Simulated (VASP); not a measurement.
Here is a VASP 6.6.1 calculation.

The input INCAR:

```
PREC     = Accurate       # precision mode
ENCUT    = 600            # plane-wave cutoff, eV
EDIFF    = 1E-6           # SCF threshold, eV
ISMEAR   = 0              # smearing method
SIGMA    = 0.03           # smearing width, eV
LREAL    = F              # projectors in reciprocal space
LASPH    = T              # aspherical terms in the spheres
NELM     = 80             # most SCF steps
ALGO     = Normal         # electronic algorithm
ISIF     = 3              # what is computed and relaxed
LWAVE    = F              # write WAVECAR
LCHARG   = F              # write CHGCAR
GGA      = PS             # functional
IBRION   = 2              # ionic algorithm
NSW      = 90             # ionic steps
EDIFFG   = -0.01          # ionic threshold
```

KPOINTS

```
Automatic mesh
0
Gamma
  8 8 8
```

The input POSCAR:

```
BaO
1.0
    0.0000000000      2.7500000000      2.7500000000
    2.7500000000      0.0000000000      2.7500000000
    2.7500000000      2.7500000000      0.0000000000
Ba O
1 1
Direct
    0.0000000000      0.0000000000      0.0000000000
    0.5000000000      0.5000000000      0.5000000000
```

Potentials or basis: VASP PAW PBE potentials, release 64 (Ba_sv, O).

Launch:

```bash
$ cat potpaw_PBE.64/Ba_sv/POTCAR potpaw_PBE.64/O/POTCAR > POTCAR
$ mpirun -np 1 vasp_std > vasp.out
```

Task: What does it give for the relaxed cell?

Result: a = 3.912 Å, b = 3.912 Å, c = 3.912 Å, α = 60.00°, β = 60.00°, γ = 60.00°.

Task: What does it give for the space group after relaxing (to 0.05 Å)?

Result: Fm-3m (No. 225).

Task: Estimate the band gap on the k mesh.

Result: 1.86 eV, direct.

Final structure:
```
Ba O
1.0
     0.00000    2.76605    2.76605
     2.76605    0.00000    2.76605
     2.76605    2.76605    0.00000
Ba O
1 1
Direct
  0.00000 0.00000 0.00000
  0.50000 0.50000 0.50000
```

Caveat: spin-orbit coupling is left out, which moves the levels of the heavy elements. A k mesh can miss the band edges.
